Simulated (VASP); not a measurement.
Here is a VASP 6.6.1 calculation.

Contents of INCAR:

```
  ALGO = Fast
  EDIFF = 1E-6
  ENCUT = 520
  GGA = PE
  ISIF = 2
  ISMEAR = 0
  LASPH = T
  LCHARG = F
  LREAL = F
  LWAVE = F
  NBANDS = 11
  NELM = 100
  PREC = Accurate
  SIGMA = 0.1
```

File KPOINTS:

```
k-points
0
Gamma
  16 16 16
```

Contents of POSCAR:

```
Si
1.0
   -2.3713723045      2.3713723045      1.3292653899
    2.3713723045     -2.3713723045      1.3292653899
    2.3713723045      2.3713723045     -1.3292653899
Si
2
Direct
    0.3840599499      0.8111190626      0.4848146999
    0.5000000000      0.5000000000      0.0000000000
```

Potentials or basis: VASP PAW PBE potentials, release 64 (Si).

The run is started by

```console
$ cat potpaw_PBE.64/Si/POTCAR > POTCAR
$ mpirun -np 1 vasp_std > vasp.out
```

(1) Estimate the band gap on the k mesh.

(2) Predict the pressure.

Results:

(1) none (metal or under the smearing width).

(2) 7.5 GPa.

Caveat: forces of over 1 eV/Å show positions far from the minimum, so gaps and moduli don't describe the material at rest.
